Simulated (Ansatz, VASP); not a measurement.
Two plane-wave programs on Zr

```
CELL_PARAMETERS angstrom
4.92233 0.00000 0.00000
-2.46117 4.26286 0.00000
0.00000 0.00000 3.08295
ATOMIC_POSITIONS crystal
Zr 0.66667 0.33333 0.50000
Zr 0.33333 0.66667 0.50000
Zr 0.00000 0.00000 0.00000
```

Alike in both runs: functional LDA; k mesh 12 × 12 × 14; occupations gaussian, width 0.1 eV; no spin polarisation.

Ansatz relaxed the structure, and its values are those at the end. VASP's run is a single point on that final structure, the one shown.

|  | VASP | Ansatz |
| --- | --- | --- |
| version | VASP 6.6.1 | Ansatz 0.2.0 |
| potentials or method | VASP PAW LDA potentials, release 64 (Zr_sv) | scalar-relativistic, plane waves, PAW |
| plane-wave cutoff (eV) | 520 | 420 |
| valence electrons in the cell | 36 | 36 |

Ansatz gave:

* gap on the k mesh at the Fermi level (eV): none
* pressure (GPa): 0.0

Problem. Which values does VASP return?

Solution. gap on the k mesh at the Fermi level (eV): none; pressure (GPa): 0.1.

A gap of «none» marks a metal or a gap that the smearing closes.
